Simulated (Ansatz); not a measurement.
## HfSiO₄, one structure, two calculations

Cell: an entry of the Crystallography Open Database (COD), its atoms then relaxed with PBE in this cell.

Space group I4_1/amd:1 (No. 141); a = 6.5725, c = 5.9632 Å.

```
site  Wyckoff  site symmetry       x       y       z
  Hf       4a           -4m2  0.0000  0.5000  0.2500
  Si       4b           -4m2  0.5000  0.0000  0.2500
   O      16h            .m.  0.5000  0.3147  0.8193
```

One atom of each set is listed; the run and its k-mesh use a cell of 12 atoms with edges of 5.52, 5.52, 5.52 Å.

First run. All values are calculated (Ansatz; DFT, PBE, plane waves and PAW, scalar-relativistic, 420 eV cutoff, Γ-centred 7×7×7 k-points, Fermi–Dirac smearing 0.02 eV), not measured.

```
site  V_zz (10²¹ V/m²)     η
  Hf             14.29  0.00
  Si             -2.06  0.00
   O              4.79  0.86
```

Second run. The same atoms and settings, except that the functional is r2SCAN and the cutoff is 500 eV.

(1) What does the second run give?

Results:

(1) 

```tsv
site	V_zz	η	change of V_zz
Hf	14.86	0.00	+0.57
Si	-2.12	0.00	-0.06
O	4.75	0.83	-0.04
```

The largest change of V_zz is on Hf, from 14.29 to 14.86. In per cent, |V_zz| changes by +4 on Hf, +3 on Si, -1 on O (all sites that start above 0.5).

Without spin–orbit coupling the gradients at and beside Hf can be off by some per cent, at some sites by more.
For the first run: At this cell the PBE pressure is 7 GPa, so with PBE the cell would grow if it were relaxed.
For the second run: The largest force is 0.3 eV/Å, so the atoms aren't at the calculated equilibrium and relaxing them would move these values.
